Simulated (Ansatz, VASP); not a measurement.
One calculation of Si, two programs

```
Si
1.0
     0.00000    2.72185    2.72185
     2.72185    0.00000    2.72185
     2.72185    2.72185    0.00000
Si
2
Direct
  0.25000 0.25000 0.25000
  0.00000 0.00000 0.00000
```

Alike in both runs: task relaxation of cell and atoms; functional PBEsol; k mesh 8 × 8 × 8; occupations gaussian, width 0.02 eV; no spin polarisation.

|  | VASP | Ansatz |
| --- | --- | --- |
| version | VASP 6.6.1 | Ansatz 0.2.0 |
| potentials or method | VASP PAW PBE potentials, release 64 (Si) | scalar-relativistic, plane waves, PAW |
| plane-wave cutoff (eV) | 600 | 420 |
| valence electrons in the cell | 8 | 8 |

Ansatz gave:

| Property | Result |
| --- | --- |
| gap on the k mesh at the Fermi level, each at its own relaxed structure (eV) | 0.51 |
| relaxed volume (Å³/atom) | 20.06 |
| relaxed cell length with the largest relative difference (Å) | 3.842 |

Q: Which values does VASP return?

A: gap on the k mesh at the Fermi level, each at its own relaxed structure (eV): 0.51; relaxed volume (Å³/atom): 20.08; relaxed cell length with the largest relative difference (Å): 3.844.

Caveats: the PAW data sets were made with another functional, which shifts forces and pressure a little (VASP). A k mesh can miss the band edges.
